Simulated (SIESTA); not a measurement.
**Ag2O under changes of volume**

One of the cells (17.853 Å³/atom); the others are scaled copies at fixed shape and fractional positions:

```xyz
6
Lattice="4.7492 0.0000 0.0000 0.0000 4.7492 0.0000 0.0000 0.0000 4.7492" Properties=species:S:1:pos:R:3 pbc="T T T"
Ag    3.5619    1.1873    3.5619
Ag    3.5619    3.5619    1.1873
Ag    1.1873    3.5619    3.5619
Ag    1.1873    1.1873    1.1873
O     2.3746    2.3746    2.3746
O     0.0000    0.0000    0.0000
```

- Program: SIESTA 5.4.2
- Functional: PBE
- Potentials or basis: PseudoDojo 0.4 standard (PBE files)
- Basis: DZP (energy shift 0.003 Ry; two zetas on semicore shells)
- Grid cutoff: 800 Ry
- Energy shift: 0.003 Ry
- k mesh: 6 × 6 × 6
- Occupations: fermi-dirac, width 0.05 eV
- Spin: no spin polarisation

```tsv
volume (Å³/atom)	energy over the lowest point (meV/atom)	pressure (GPa)
16.453	86.50	13.5
16.803	60.08	10.8
17.153	39.16	8.4
17.853	11.68	4.3
18.204	?	?
18.554	0.00	1.1
```

Problem. What does the run at 18.204 Å³/atom give?

Solution. Energy over the lowest point 4.09 meV/atom; pressure 2.7 GPa.

Worked out: A Birch-Murnaghan fit of order 3 (a polynomial in V^(-2/3)) to the other rows has its minimum at 18.84 Å³/atom, just outside them, with B0 = V·E''(V) = 71 GPa and B' = 5.0. It gives 4.06 meV/atom at 18.204 Å³/atom, against the run's 4.09, and -dE/dV = 2.6 GPa, against 2.7.

Energies are extrapolated to zero smearing.

Caveats: short orbitals over semicore shells can move pressures by several GPa; the basis of atomic orbitals isn't converged, which shifts pressures, moduli and gaps.
